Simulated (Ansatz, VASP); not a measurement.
Given: the input of a run of Ansatz 0.2.0 on Na.

The input input.yaml:

```yaml
crystal:
  lattice:
    - [-2.1551792212, 2.1551792212, 2.1551792212]
    - [2.1551792212, -2.1551792212, 2.1551792212]
    - [2.1551792212, 2.1551792212, -2.1551792212]
  atoms:
    - { symbol: Na, position: [0.0, 0.0, 0.0] }
hamiltonian:
  xc: r2scan
  pseudopotentials: { kind: paw }
kpoints:
  mp_grid: { grid: [9, 9, 9] }
scf:
  occupations: { method: fermi_dirac, width: 0.05 }
output:
  forces: true
  stress: true
  eigenvalues: true
```

Potentials or basis: Ansatz PAW.

Command:

```sh
$ ansatz run input.yaml --threads 2 --pin off --max-ram 5632MiB --backend cpu --events-out ev --progress --plain --runs-dir out
```

Problem. Translate it to VASP 6.6.1. Potentials there: VASP PAW PBE potentials, release 64 (Na_pv).

Solution. As run (the cutoff follows the program's own potentials):

The input POSCAR:

```
Na
1.0
   -2.1551792212      2.1551792212      2.1551792212
    2.1551792212     -2.1551792212      2.1551792212
    2.1551792212      2.1551792212     -2.1551792212
Na
1
Direct
    0.0000000000      0.0000000000      0.0000000000
```

File INCAR.step1:

```
SYSTEM = Na
ALGO     = Normal         ! electronic algorithm
EDIFF    = 1E-4           ! SCF threshold, eV
ENCUT    = 520            ! plane-wave cutoff, eV
GGA      = PE             ! functional
ISMEAR   = -1             ! smearing method
LASPH    = .TRUE.         ! aspherical terms in the spheres
LCHARG   = .FALSE.        ! write CHGCAR
LREAL    = .FALSE.        ! projectors in reciprocal space
LWAVE    = .TRUE.         ! write WAVECAR
NBANDS   = 10             ! bands
NELM     = 60             ! most SCF steps
PREC     = Accurate       ! precision mode
SIGMA    = 0.05           ! smearing width, eV
```

The input INCAR.step2:

```
SYSTEM = Na
ALGO     = Normal         ! electronic algorithm
EDIFF    = 1E-7           ! SCF threshold, eV
ENCUT    = 520            ! plane-wave cutoff, eV
ISIF     = 2              ! what is computed and relaxed
ISMEAR   = -1             ! smearing method
ISTART   = 1            
LASPH    = .TRUE.         ! aspherical terms in the spheres
LCHARG   = .TRUE.         ! write CHGCAR
LELF     = .TRUE.         ! ELF
LMIXTAU  = .TRUE.       
LREAL    = .FALSE.        ! projectors in reciprocal space
LVHAR    = .TRUE.       
LWAVE    = .FALSE.        ! write WAVECAR
METAGGA  = R2SCAN         ! meta-GGA
NBANDS   = 10             ! bands
NELM     = 60             ! most SCF steps
PREC     = Accurate       ! precision mode
SIGMA    = 0.05           ! smearing width, eV
```

The input KPOINTS:

```
k-points
0
G
  9 9 9
  0 0 0
```

Potentials or basis: VASP PAW PBE potentials, release 64 (Na_pv).

Run with:

```sh
$ cat potpaw_PBE.64/Na_pv/POTCAR > POTCAR
$ cp INCAR.step1 INCAR
$ mpirun -np 1 vasp_std > vasp.out
$ cp INCAR.step2 INCAR
$ mpirun -np 1 vasp_std > vasp.out
```

Both were run:

|  | VASP | Ansatz | Ansatz less VASP |
| --- | --- | --- | --- |
| gap on the k mesh at the Fermi level (eV) | none | none | - |
| pressure (GPa) | -0.6 | -0.4 | +0.13 |

A gap of «none» marks a metal or a gap that the smearing closes. The two sets of potentials don't hold the same shells in valence.

Caveats: the PAW data sets were made with another functional, which shifts forces and pressure a little (VASP); the PAW data sets come from PBE, with cores solved anew for the run's functional, which leaves a small shift of forces and pressure (Ansatz).
